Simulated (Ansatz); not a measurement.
Consider BeO in the wurtzite structure (space group P6_3mc, No. 186).

```xyz
4
Lattice="2.6905 0.0000 0.0000 -1.3452 2.3300 0.0000 0.0000 0.0000 4.3699" Properties=species:S:1:pos:R:3 pbc="T T T"
Be     1.3452     0.7767     0.0063
Be     0.0000     1.5534     2.1913
O      1.3452     0.7767     2.7257
O      0.0000     1.5534     0.5408
```

Calculations: r2SCAN (Ansatz, a quantum-chemistry and plane-wave program, PAW, no SOC).

Base values:

The valence-band top at Γ is 0.00, -0.04, -0.04 eV, the band gap is 8.55 eV and the pressure is 0.00 GPa.

It is then changed as follows: an isotropic linear strain of +2.78 %; the atoms relax in the strained cell.

### Question
How does this affect the valence-band top at Γ, band gap, pressure and energy relative to the base?

### Answer
The valence-band top at Γ (three highest levels, from the VBM) goes from 0.00, -0.04, -0.04 eV to 0.00, -0.05, -0.05 eV; the band gap shrinks by 0.88 eV, from 8.55 eV to 7.67 eV; the pressure (mean of the normal stresses, compression positive) goes from zero to -15.90 GPa; the energy rises by 31 meV/atom.

Semilocal Kohn–Sham gaps tend to fall short of experiment. Stability against distortions was not tested.
